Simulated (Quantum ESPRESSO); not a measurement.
Runs of Quantum ESPRESSO 7.5 on Pb. It takes space group P6_3/mmc (No. 194, hexagonal). Conventional cell: a = 3.480 Å, b = 3.480 Å, c = 5.590 Å, α = 90.00°, β = 90.00°, γ = 120.00°. Pb (site symmetry -6m2) has 12 Pb at 3.44 to 3.48 Å as nearest neighbours. This isn't the form of Pb at room conditions, which is fcc.

```tsv
task	level	potentials or basis	cell	k mesh	cutoff (eV)	symmetry	SCF threshold	gap on the mesh (eV)	pressure (GPa)	V0 of scaled cells (Å³/atom)	B0 (GPa)
equation of state	r2SCAN	SG15 PBE 1.2	as given	7 × 7 × 4	762	off	1e-08 Ry	-	-	(b)	(a)
single point	PBEsol	GBRV 1.5 PBEsol	as given	9 × 9 × 5	612	-	4e-10 Ry	none	0.8	-	-
single point	PBEsol	GBRV 1.5 PBEsol	atoms moved at random, drawn with an rms of 0.05 Å	9 × 9 × 5	612	-	4e-10 Ry	none	0.9	-	-
equation of state	PBEsol	GBRV 1.5 PBEsol	as given	9 × 9 × 5	612	-	4e-10 Ry	-	-	29.90	45
```

Alike in all rows: no spin polarisation; smearing fermi-dirac 0.05 eV.

Estimate the missing entries.

(a) 46; (b) 29.84.

Caveats: the cell was scaled at fixed shape and fractional positions, which overstates the stiffness of a crystal with free parameters, most of all of layers and chains (some runs); the potentials were made for another functional, which shifts forces and pressure (some runs).

A k mesh can miss the band edges, and the runs leave out spin-orbit coupling on Pb.

A gap of «none» marks a metal or a gap under the smearing width.
